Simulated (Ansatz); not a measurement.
## LiCl: the change of phonon entropy and phonon heat capacity with temperature

All results are calculated (Ansatz 0.2.0). Harmonic vibrational free energy, entropy and heat capacity at constant volume, per atom, from the force constants of a q mesh, imaginary modes left out; plane waves with PAW datasets, Gamma-centred k mesh.

Structure of every row (space group Fm-3m, No. 225):
```
CELL_PARAMETERS angstrom
0.00000 2.57520 2.57520
2.57520 0.00000 2.57520
2.57520 2.57520 0.00000
ATOMIC_POSITIONS crystal
Li 0.50000 0.50000 0.50000
Cl 0.00000 0.00000 0.00000
```

Settings of every row: functional PBE; dispersion none; spin none; wave cutoff 420 eV; k mesh 8x8x8; occupations fixed; smearing width 0 eV; pressure 0 GPa; phonon method linear response; q mesh 4x4x4.

```csv
row,temperature (K),phonon entropy (kB/atom),phonon heat capacity (kB/atom),phonon free energy (meV/atom)
1,200,2.657,2.582,13.9
2,300,3.752,2.799,-14
3,400,4.57,2.883,-50
4,500,?,?,?
5,600,5.754,2.947,-139.6
6,700,6.21,2.961,-191.2
7,800,6.606,2.97,-246.5
8,900,6.956,2.976,-304.9
9,1000,7.269,2.981,-366.3
```

Question: what phonon entropy and phonon heat capacity should row 4 give?

Worked fit of phonon entropy. Entropy rises as the heat capacity times the change of ln T, so take t = ln(T / 300 K). The shown rows have t = -0.4055, 0, 0.2877, 0.6931, 0.8473, 0.9808, 1.0986, 1.204. Least squares give phonon entropy = 3.763 + 2.78752 × t + 0.10894 × t² kB/atom; a straight line predicts inner rows, each left out in turn, worse (root mean square 0.026 against 0.009 kB/atom). The rows lie off it by 0.006, -0.011, -0.004, 0.007, 0.007, 0.004, -0.001, -0.008 (root mean square 0.0066 kB/atom), a smooth pattern that one more power would take up: the form is only approximate. The slope at t = 0, 2.79 kB/atom, estimates the heat capacity at 300 K. The withheld row has t = 0.5108, so the fit gives 3.763 + 2.78752 × (0.5108) + 0.10894 × (0.5108)² = 5.215 kB/atom.

The calculation gave 5.219 kB/atom. The fit lies 0.004 kB/atom (0.087 % of the column's range) below it; its largest miss of a shown row is 0.011 kB/atom.

Worked fit of phonon heat capacity. At high temperature a harmonic heat capacity falls short of its limit by a term in 1/T², so take t = (100 K / T)². The shown rows have t = 0.25, 0.11111, 0.0625, 0.02778, 0.02041, 0.01562, 0.01235, 0.01. Least squares give phonon heat capacity = 2.9997 − 1.9221 × t + 1.005 × t² kB/atom; a straight line predicts inner rows, each left out in turn, worse (root mean square 0.0059 against 0.00062 kB/atom). All shown rows lie on it to the printed digit. The constant, 2.9997 kB/atom, is to be held against the harmonic limit of 3 k_B an atom. The withheld row has t = 0.04, so the fit gives 2.9997 − 1.9221 × (0.04) + 1.005 × (0.04)² = 2.924 kB/atom.

The calculation gave 2.924 kB/atom. The fit meets it to the printed digit.

The other values of row 4: phonon free energy -92.3 meV/atom.
